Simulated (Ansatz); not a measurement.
**Phenol (C6H6O): small, medium and large basis sets**

One table from this session's results is given with a row withheld; the runs are named, their logs left out.

Program: Ansatz 0.2.0, Gaussian basis. Level of theory: one geometry, several basis sets. These are calculated values, not measurements.

Levels to be run: PBE0-D4/def2-SVP; ωB97M-V/def2-SVP; PBE0-D4/def2-QZVPP; ωB97M-V/def2-QZVPP; the functionals' def2-TZVPP values are taken from earlier runs.

## The relaxed structure

All runs share one geometry, relaxed beforehand with PBE0-D4 in a triple-zeta def2 set.

SMILES `Oc1ccccc1`, 13 atoms, charge 0, spin multiplicity 1.

Atoms are counted from 1 here; the program's logs count them from 0.

Bond lengths: O1–C2 1.357 Å, O1–H8 0.961 Å, C2–C3 1.390 Å, C2–C7 1.390 Å, C3–C4 1.384 Å, C3–H9 1.083 Å, C4–C5 1.389 Å, C4–H10 1.084 Å, C5–C6 1.386 Å, C5–H11 1.083 Å, C6–C7 1.387 Å, C6–H12 1.084 Å, C7–H13 1.086 Å. Angles: C2–O1–H8 109.2°, O1–C2–C3 117.6°, O1–C2–C7 122.4°, C3–C2–C7 120.0°, C2–C3–C4 119.6°, C2–C3–H9 118.9°, C4–C3–H9 121.4°, C3–C4–C5 120.8°, C3–C4–H10 119.2°, C5–C4–H10 120.0°, C4–C5–C6 119.2°, C4–C5–H11 120.4°, C6–C5–H11 120.4°, C5–C6–C7 120.5°, C5–C6–H12 120.1°, C7–C6–H12 119.3°, C2–C7–C6 119.8°, C2–C7–H13 119.9° and more.

Geometry (Å):

```tsv
atom	x (Å)	y (Å)	z (Å)
O1	0.0431	-2.1354	1.2763
C2	0.0280	-0.9718	0.5791
C3	1.2341	-0.5181	0.0584
C4	1.2675	0.6641	-0.6601
C5	0.1103	1.4032	-0.8675
C6	-1.0884	0.9442	-0.3451
C7	-1.1352	-0.2388	0.3767
H8	-0.8470	-2.3345	1.5791
H9	2.1306	-1.1027	0.2262
H10	2.2117	1.0122	-1.0635
H11	0.1439	2.3276	-1.4308
H12	-2.0008	1.5093	-0.4979
H13	-2.0774	-0.5944	0.7841
```

Set-up of the first run:

Contents of in.yaml:

```yaml
crystal:
  periodic: [false, false, false]
  atoms:
    - {symbol: O, position_ang: [0.043114, -2.135355, 1.276348]}
    - {symbol: C, position_ang: [0.028017, -0.971778, 0.579054]}
    - {symbol: C, position_ang: [1.234114, -0.518146, 0.058410]}
    - {symbol: C, position_ang: [1.267485, 0.664132, -0.660110]}
    - {symbol: C, position_ang: [0.110341, 1.403222, -0.867457]}
    - {symbol: C, position_ang: [-1.088380, 0.944222, -0.345075]}
    - {symbol: C, position_ang: [-1.135247, -0.238802, 0.376658]}
    - {symbol: H, position_ang: [-0.847029, -2.334547, 1.579076]}
    - {symbol: H, position_ang: [2.130567, -1.102662, 0.226229]}
    - {symbol: H, position_ang: [2.211675, 1.012222, -1.063539]}
    - {symbol: H, position_ang: [0.143890, 2.327623, -1.430823]}
    - {symbol: H, position_ang: [-2.000831, 1.509337, -0.497936]}
    - {symbol: H, position_ang: [-2.077417, -0.594369, 0.784065]}
basis:
  gaussian: {orbitals: def2-SVP}
hamiltonian: {xc: pbe0, dispersion: d4}
output: {orbitals: {seedname: orbitals}}
```

Launch:

```
$ ansatz run in.yaml --threads 2 --pin off --events-out ev --progress --plain --max-ram 32768MiB --backend cpu
```

Steps of the session up to this table: PBE0-D4 in def2-SVP; ωB97M-V in def2-SVP; PBE0-D4 in def2-QZVPP; ωB97M-V in def2-QZVPP.

One table of the session follows, with a row left open; its other results are not shown here.

It belongs to the step «Density functionals: the series». 

```
functional       basis  HOMO (eV)  LUMO (eV)
   PBE0-D4    def2-SVP      -6.46      -0.08
   PBE0-D4  def2-TZVPP      -6.53      -0.25
   PBE0-D4  def2-QZVPP      -6.56      -0.31
   ωB97M-V    def2-SVP      -8.52       2.01
   ωB97M-V  def2-TZVPP      -8.61       1.76
   ωB97M-V  def2-QZVPP          ?          ?
```

Estimate the missing values for ωB97M-V, def2-QZVPP.

As computed: HOMO (eV): -8.64; LUMO (eV): 1.66. In the column «HOMO (eV)» it is the lowest.
